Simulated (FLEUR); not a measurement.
C:

```
C
1.0
     2.52210    0.00000    0.00000
    -1.26105    2.18420    0.00000
     0.00000    0.00000    8.23710
C
8
Direct
  0.66667 0.33333 0.84375
  0.33333 0.66667 0.34375
  0.66667 0.33333 0.65625
  0.33333 0.66667 0.15625
  0.00000 0.00000 0.90625
  0.00000 0.00000 0.40625
  0.00000 0.00000 0.59375
  0.00000 0.00000 0.09375
```

This is a hexagonal form of diamond, not graphite.

Base run:

- Program: FLEUR MaX-R8.1 (later development tree)
- Functional: Xalpha
- Potentials or basis: all-electron
- Basis: FLAPW
- Kmax: 5.33 1/bohr
- k mesh: 12 × 12 × 4
- Occupations: fermi-dirac, width 0.05 eV
- Spin: no spin polarisation

Its results: band gap on the k mesh 4.27 eV, indirect (least direct gap 5.09 eV).

Problem. The run is repeated on the same cell with these changes: functional from Xalpha to MJW. What comes out?

Solution. Band gap on the k mesh 4.37 eV, indirect (least direct gap 5.13 eV).

Not every run made on this cell is shown here.
